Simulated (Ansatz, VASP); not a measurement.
## One calculation of KF, two programs

The input INCAR:

```
  PREC = Accurate
  ENCUT = 520
  EDIFF = 1E-6
  ISMEAR = 0
  SIGMA = 0.05
  LREAL = F
  LASPH = T
  NELM = 100
  ALGO = Normal
  ISIF = 2
  LWAVE = F
  LCHARG = F
  NBANDS = 15
```

The input KPOINTS:

```
Automatic mesh
0
Gamma
  8 8 8
```

POSCAR

```
KF
1.0
    0.0000000000      2.5817196783      2.5817196783
    2.5817196783      0.0000000000      2.5817196783
    2.5817196783      2.5817196783      0.0000000000
K F
1 1
Direct
    0.0000000000      0.0000000000      0.0000000000
    0.5000000000      0.5000000000      0.5000000000
```

Input for Ansatz:

```yaml
crystal:
  lattice:
    - [0.0, 2.5817196783, 2.5817196783]
    - [2.5817196783, 0.0, 2.5817196783]
    - [2.5817196783, 2.5817196783, 0.0]
  atoms:
    - { symbol: K, position: [0.0, 0.0, 0.0] }
    - { symbol: F, position: [0.5, 0.5, 0.5] }
basis:
  ecutwfc: 520.0
kpoints:
  mp_grid: { grid: [8, 8, 8] }
hamiltonian:
  xc: lda
scf:
  occupations: { method: gaussian, width: 0.05 }
output:
  forces: true
  stress: true
  eigenvalues: true
  write_density: true
  write_potential: true
  elf: true
  volumetric_format: npy
```

Alike in both runs: task single point; functional LDA; k mesh 8 × 8 × 8; occupations gaussian, width 0.05 eV; no spin polarisation.

|  | VASP | Ansatz |
| --- | --- | --- |
| version | VASP 6.6.1 | Ansatz 0.2.0 |
| potentials or method | VASP PAW LDA potentials, release 64 (K_sv, F) | scalar-relativistic, plane waves, PAW |
| plane-wave cutoff (eV) | 520 | 520 |
| valence electrons in the cell | 16 | 16 |

VASP gave:

| Property | Result |
| --- | --- |
| gap on the k mesh at the Fermi level (eV) | 6.34 |
| least direct gap on the mesh (eV) | 6.34 |
| pressure (GPa) | 0.2 |

**Question.** What did Ansatz give for the same quantities?

**Answer.** gap on the k mesh at the Fermi level (eV): 6.36; least direct gap on the mesh (eV): 6.36; pressure (GPa): 0.0.

A k mesh can miss the band edges.
